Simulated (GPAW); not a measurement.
# ZnS (F-43m) in GPAW: further runs, part 2 of 2

GPAW 26.7.0. The steps go on from the part before.

### Step 5. Band structure, BEEF-vdW

The input, run.py:

```python
import spglib
from ase import Atoms
from ase.dft.bandgap import bandgap
from ase.io import read, write
from gpaw import GPAW, PW

atoms = read('ZnS.cif')
cell, positions, numbers = spglib.find_primitive(
    (atoms.cell[:], atoms.get_scaled_positions(), atoms.numbers), symprec=1e-4)
atoms = Atoms(numbers, cell=cell, scaled_positions=positions, pbc=True)

calc = GPAW(mode=PW(600),
            xc={'name': 'BEEF-vdW', 'backend': 'libvdwxc'},
            kpts={'size': (7, 7, 7), 'gamma': True},
            occupations={'name': 'fermi-dirac', 'width': 0.05},
            nbands=18,
            convergence={'density': 1e-05, 'energy': 1e-05},
            maxiter=150,
            txt='gpaw.txt')
atoms.calc = calc
energy = atoms.get_potential_energy()
forces = atoms.get_forces()
calc.write('gs.gpw')
write('result.traj', atoms)
print(f'Energy: {energy:.6f} eV')
print('Forces (eV/A):')
print(forces.round(4))
print('Fermi level:', round(calc.get_fermi_level(), 4), 'eV')
print(f'Gap: {bandgap(calc)[0]:.4f} eV, direct: {bandgap(calc, direct=True)[0]:.4f} eV')

path = atoms.cell.bandpath('GXWKGLUWLK,UX', npoints=60, eps=1e-4)
bs_calc = calc.fixed_density(kpts=path, symmetry='off', nbands=28,
                             convergence={'bands': 'CBM+6.0', 'eigenstates': 1e-6}, txt='bands.txt')
bs = bs_calc.band_structure()
bs.write('bs.json')
print(f'Gap on the path: {bandgap(bs_calc)[0]:.4f} eV')
```

The input, ZnS.cif:

```cif
data_ZnS
_cell_length_a 5.40400000
_cell_length_b 5.40400000
_cell_length_c 5.40400000
_cell_angle_alpha 90.00000000
_cell_angle_beta 90.00000000
_cell_angle_gamma 90.00000000
_space_group_name_H-M_alt 'F-43m'
_space_group_name_Hall 'F -4 2 3'
_space_group_IT_number 216
loop_
_space_group_symop_operation_xyz
'x,y,z'
'y,-x,-z'
'-x,-y,z'
'-y,x,-z'
'x,-y,-z'
'y,x,z'
'-x,y,-z'
'-y,-x,z'
'z,x,y'
'-z,y,-x'
'z,-x,-y'
'-z,-y,x'
'-z,x,-y'
'z,y,x'
'-z,-x,y'
'z,-y,-x'
'y,z,x'
'-x,-z,y'
'-y,z,-x'
'x,-z,-y'
'-y,-z,x'
'x,z,y'
'y,-z,-x'
'-x,z,-y'
'x,y+1/2,z+1/2'
'y,-x+1/2,-z+1/2'
'-x,-y+1/2,z+1/2'
'-y,x+1/2,-z+1/2'
'x,-y+1/2,-z+1/2'
'y,x+1/2,z+1/2'
'-x,y+1/2,-z+1/2'
'-y,-x+1/2,z+1/2'
'z,x+1/2,y+1/2'
'-z,y+1/2,-x+1/2'
'z,-x+1/2,-y+1/2'
'-z,-y+1/2,x+1/2'
'-z,x+1/2,-y+1/2'
'z,y+1/2,x+1/2'
'-z,-x+1/2,y+1/2'
'z,-y+1/2,-x+1/2'
'y,z+1/2,x+1/2'
'-x,-z+1/2,y+1/2'
'-y,z+1/2,-x+1/2'
'x,-z+1/2,-y+1/2'
'-y,-z+1/2,x+1/2'
'x,z+1/2,y+1/2'
'y,-z+1/2,-x+1/2'
'-x,z+1/2,-y+1/2'
'x+1/2,y,z+1/2'
'y+1/2,-x,-z+1/2'
'-x+1/2,-y,z+1/2'
'-y+1/2,x,-z+1/2'
'x+1/2,-y,-z+1/2'
'y+1/2,x,z+1/2'
'-x+1/2,y,-z+1/2'
'-y+1/2,-x,z+1/2'
'z+1/2,x,y+1/2'
'-z+1/2,y,-x+1/2'
'z+1/2,-x,-y+1/2'
'-z+1/2,-y,x+1/2'
'-z+1/2,x,-y+1/2'
'z+1/2,y,x+1/2'
'-z+1/2,-x,y+1/2'
'z+1/2,-y,-x+1/2'
'y+1/2,z,x+1/2'
'-x+1/2,-z,y+1/2'
'-y+1/2,z,-x+1/2'
'x+1/2,-z,-y+1/2'
'-y+1/2,-z,x+1/2'
'x+1/2,z,y+1/2'
'y+1/2,-z,-x+1/2'
'-x+1/2,z,-y+1/2'
'x+1/2,y+1/2,z'
'y+1/2,-x+1/2,-z'
'-x+1/2,-y+1/2,z'
'-y+1/2,x+1/2,-z'
'x+1/2,-y+1/2,-z'
'y+1/2,x+1/2,z'
'-x+1/2,y+1/2,-z'
'-y+1/2,-x+1/2,z'
'z+1/2,x+1/2,y'
'-z+1/2,y+1/2,-x'
'z+1/2,-x+1/2,-y'
'-z+1/2,-y+1/2,x'
'-z+1/2,x+1/2,-y'
'z+1/2,y+1/2,x'
'-z+1/2,-x+1/2,y'
'z+1/2,-y+1/2,-x'
'y+1/2,z+1/2,x'
'-x+1/2,-z+1/2,y'
'-y+1/2,z+1/2,-x'
'x+1/2,-z+1/2,-y'
'-y+1/2,-z+1/2,x'
'x+1/2,z+1/2,y'
'y+1/2,-z+1/2,-x'
'-x+1/2,z+1/2,-y'
loop_
_atom_site_label
_atom_site_type_symbol
_atom_site_symmetry_multiplicity
_atom_site_Wyckoff_symbol
_atom_site_fract_x
_atom_site_fract_y
_atom_site_fract_z
_atom_site_occupancy
Zn1 Zn 4 c 0.2500000000 0.2500000000 0.2500000000 1
S1 S 4 a 0.0000000000 0.0000000000 0.0000000000 1
```

Potentials or basis: GPAW PAW data sets (gpaw-data 1.2.1), pw.

Run with:

```console
> OMP_NUM_THREADS=1 python run.py
```

gpaw.txt:

```text
__  _  _
 | _ |_)|_||  |
 |__||  | ||/\| - 26.7.0

Input parameters:
  mode=PW(ecut=600.0),
  convergence={'density': 1e-05, 'energy': 1e-05},
  kpts=MonkhorstPack(size=(7, 7, 7), gamma=True),
  maxiter=150,
  nbands=18,
  occupations=Occupations(name='fermi-dirac', width=0.05),
  xc=XC(name='BEEF-vdW', backend='libvdwxc')

Diagonalizing LCAO Hamiltonian
Converting LCAO to pw mode

           Zn

       S

Atoms  # Å, Bohr magnetons
|   | symbol |        x |        y |        z |    initial magnetic moments |
|---|--------|----------|----------|----------|-----------------------------|
| 0 |     Zn | 1.351000 | 1.351000 | 1.351000 | ( 0.0000,  0.0000,  0.0000) |
| 1 |      S | 0.000000 | 0.000000 | 0.000000 | ( 0.0000,  0.0000,  0.0000) |

Unit cell  # Å
| periodic |        x |        y |        z |  lengths |    angles |
|----------|----------|----------|----------|----------|-----------|
|      yes | 0.000000 | 2.702000 | 2.702000 | 3.821205 | 60.000000 |
|      yes | 2.702000 | 0.000000 | 2.702000 | 3.821205 | 60.000000 |
|      yes | 2.702000 | 2.702000 | 0.000000 | 3.821205 | 60.000000 |

Number of symmetries: 24
Symmetry operations  # r_c * U_cc + t_c -> r_c
|    | kind |            matrix            |
|----|------|------------------------------|
|  0 |  E   |  1, 0, 0,  0, 1, 0,  0, 0, 1 |
|  1 |  σ   |  1, 0, 0,  0, 0, 1,  0, 1, 0 |
|  2 |  σ   |  1, 0,-1,  0, 1,-1,  0, 0,-1 |
|  3 |  C3  |  1, 0,-1,  0, 0,-1,  0, 1,-1 |
|  4 |  C3  |  1,-1, 0,  0,-1, 1,  0,-1, 0 |
|  5 |  σ   |  1,-1, 0,  0,-1, 0,  0,-1, 1 |
|  6 |  σ   |  0, 1, 0,  1, 0, 0,  0, 0, 1 |
|  7 |  C3  |  0, 1, 0,  0, 0, 1,  1, 0, 0 |
|  8 |  C2  |  0, 1,-1,  1, 0,-1,  0, 0,-1 |
[... 126 lines left out ...]
  Trust region scale: 1.0
  Backstep threshold: 4.0
  History deletion threshold: 6.0
  Fourier metric: weight=20.0, sigma=0.015

occupation numbers:
  Fermi-Dirac:
    width: 0.0500  # eV

poisson solver:
  ecut: 4800.0  # eV

xc functional:
  name: vdW-BEEF with libvdwxc
  Mode: serial
  Semilocal: BEEVDW with 2 nearest neighbor stencil
  Corresponding non-local functional: vdW-DF2
  Local blocksize: 48 x 48 x 48
  PAW datasets: PBE

convergence criteria:
[... 6 lines left out ...]
|iter     | |      energy | eigst |  dens |
|---------|-|-------------|-------|-------|
|iter:   1| | -114.477416 | -0.09 |       |
|iter:   2| | -114.393728 | -1.16 | -1.12 |
|iter:   3| | -114.055314 | -1.81 | -1.16 |
|iter:   4| | -114.055359 | -2.55 | -1.88 |
|iter:   5| | -114.056016 | -3.32 | -2.26 |
|iter:   6| | -114.055873 | -3.68 | -2.71 |
|iter:   7| | -114.055895c| -4.68 | -3.59 |
|iter:   8| | -114.055903c| -5.74 | -3.87 |
|iter:   9| | -114.055903c| -7.78c| -5.03c|

Converged in 9 steps
Energy contributions relative to reference atoms: (reference = -59718.946550)

Energy contributions:
  Kinetic:          35.111337
  Coulomb:         -30.870196
  Zero:             -0.041776
  External:          0.000000
  Xc:             -118.255269
  Entropy:          -0.000000
  Spinorbit:         0.000000
  ----------------------------
  Free energy:    -114.055903
  Extrapolated:   -114.055903

dipole moment: (-19.991183, -19.991183, -19.991183)  # |e|*Ang

Fermi level: 4.459
Eigenvalues  # (at kpt = [0.000, 0.000, 0.000])
| band index |      eig [eV] | occ [0-2] |
|------------|---------------|-----------|
|          0 |        -9.550 |     2.000 |
|          1 |        -3.004 |     2.000 |
|          2 |        -3.004 |     2.000 |
|          3 |        -3.004 |     2.000 |
|          4 |        -2.551 |     2.000 |
|          5 |        -2.551 |     2.000 |
[... 10 lines left out ...]
|         16 |        18.249 |     0.000 |
|         17 |        18.249 |     0.000 |

Gap: 2.318 eV
Transition (v -> c):
  (s=0, k=0, n=8, [0.00, 0.00, 0.00]) -> (s=0, k=0, n=9, [0.00, 0.00, 0.00])
No difference between direct/indirect transitions

Forces  # eV/Ang
|       x |        y |        z |
|---------|----------|----------|
| 0.00000 | -0.00000 | -0.00000 |  # Zn   0
| 0.00000 | -0.00000 |  0.00000 |  # S    1

# Writing to gs.gpw (mode='')
```

bands.txt:

```text
Diagonalizing LCAO Hamiltonian
Converting LCAO to pw mode
convergence criteria:
- Maximum integral of absolute [eigenst]ate change: 1e-06 eV^2 / valence electron
maximum number of iterations: 150

SCF iterations
|iter     | |      energy | eigst |  dens |
|---------|-|-------------|-------|-------|
[... 67 lines left out ...]
         [0.41071429, 0.41071429, 0.67857143],
         [0.39285714, 0.39285714, 0.71428571],
         [0.375     , 0.375     , 0.75      ],
         [0.625     , 0.25      , 0.625     ],
         [0.59375   , 0.1875    , 0.59375   ],
         [0.5625    , 0.125     , 0.5625    ],
         [0.53125   , 0.0625    , 0.53125   ],
         [0.5       , 0.        , 0.5       ]])),
  maxiter=150,
  nbands=28,
  occupations=Occupations(name='fermi-dirac', width=0.05),
  symmetry=Symmetry(point_group=False, time_reversal=False),
  xc=XC(name='BEEF-vdW', backend='libvdwxc')
```

It took 19 s on 1 thread of INTEL XEON PLATINUM 8581C at 2.30GHz (Emerald Rapids), shared host; peak memory 0.25 GiB.

Results:

```yaml
Free_energy: -114.0559 eV
Band_gap_on_the_k_mesh: 2.32 eV, direct
Band_gap_along_the_path: 2.32 eV, direct
```

Levels at the corners of the path, in eV from the valence-band top:
| point | band 7 | band 8 | band 9 | band 10 | band 11 | band 12 |
| --- | --- | --- | --- | --- | --- | --- |
| Γ | 0.00 | 0.00 | 0.00 | 2.32 | 6.61 | 6.61 |
| X | -4.48 | -2.13 | -2.13 | 3.60 | 4.27 | 11.12 |
| W | -4.44 | -2.64 | -2.62 | 5.83 | 6.17 | 8.08 |
| K | -4.48 | -3.01 | -1.73 | 4.33 | 6.10 | 9.53 |
| Γ | 0.00 | 0.00 | 0.00 | 2.32 | 6.61 | 6.61 |
| L | -5.12 | -0.83 | -0.83 | 3.53 | 7.10 | 7.10 |
| U | -4.48 | -3.01 | -1.73 | 4.33 | 6.10 | 9.53 |
| W | -4.44 | -2.64 | -2.62 | 5.83 | 6.17 | 8.08 |
| L | -5.12 | -0.83 | -0.83 | 3.53 | 7.10 | 7.10 |
| K | -4.48 | -3.01 | -1.73 | 4.33 | 6.10 | 9.53 |
| U | -4.48 | -3.01 | -1.73 | 4.33 | 6.10 | 9.53 |
| X | -4.48 | -2.13 | -2.13 | 3.60 | 4.27 | 11.12 |

Caveat: the PAW data sets were made with another functional, which shifts forces and pressure a little.

### Step 6. Overview

```csv
task,level,band path,band points,gap on the mesh (eV),pressure (GPa)
band structure,mBEEF,"GXWKGLUWLK,UX",60,2.94,0.8
equation of state,SCAN+D4,-,-,-,-
band structure,rSCAN,"GXWKGLUWLK,UX",100,2.65,-1.2
band structure,BEEF-vdW,"GXWKGLUWLK,UX",60,2.32,-
```

Alike in all rows: potentials or basis GPAW PAW data sets (gpaw-data 1.2.1), pw; no spin polarisation; cell as given; k mesh 7 × 7 × 7; cutoff (eV) 600; smearing fermi-dirac 0.05 eV.

On the cell as given the gap runs from 2.32 eV (BEEF-vdW) to 2.94 eV (mBEEF).

Caveats: the PAW data sets were made with another functional, which shifts forces and pressure a little; the points scatter about the fit (some runs).

Total energies depend on the potentials used, so only differences within one code and one set of settings carry meaning.

### Step 7. Comparison with measurements

Step 2. Measured gap of ZnS: 3.85 eV (direct; 19 K; quoted in “Electronic, vibrational, and thermodynamic properties of ZnS (zincblende and rocksalt structure)”, 2009, arxiv:0911.5022). This calculation gives 2.94 eV (-0.91 eV). The value is that of mBEEF, without temperature or zero-point motion.

Step 4. A measured gap of ZnS is 3.85 eV (direct; 19 K; quoted in “Electronic, vibrational, and thermodynamic properties of ZnS (zincblende and rocksalt structure)”, 2009, arxiv:0911.5022); the calculated 2.65 eV misses it by -1.20 eV. The value is that of rSCAN, without temperature or zero-point motion.

Step 5. Measured gap of ZnS: 3.85 eV (direct; 19 K; quoted in “Electronic, vibrational, and thermodynamic properties of ZnS (zincblende and rocksalt structure)”, 2009, arxiv:0911.5022). This calculation gives 2.32 eV (-1.53 eV). The value is that of BEEF-vdW, without temperature or zero-point motion.
